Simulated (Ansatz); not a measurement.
Crystal: CaO.

```
Ca O
1.0
     0.00000    2.40356    2.40356
     2.40356    0.00000    2.40356
     2.40356    2.40356    0.00000
Ca O
1 1
Direct
  0.00000 0.00000 0.00000
  0.50000 0.50000 0.50000
```

The cell is a database's computed one.

Base run:

```yaml
Program: Ansatz 0.2.0
Functional: revPBE
Potentials_or_basis: all-electron LAPW, scalar-relativistic
Cutoff: 246 eV
Density_cutoff: 985 eV
Basis_error_allowed: 0.001 eV/atom
k_mesh: 10 × 10 × 10
Occupations: fermi-dirac, width 0.05 eV
Spin: no spin polarisation
```

Its results: band gap on the k mesh 3.73 eV, indirect (least direct gap 4.11 eV); pressure 4.4 GPa.

**Question.** The run is repeated on the same cell with these changes: functional from revPBE to RPBE. What comes out?

**Answer.** Band gap on the k mesh 3.76 eV, indirect (least direct gap 4.13 eV); pressure 5.4 GPa.

Not every run made on this cell is shown here.
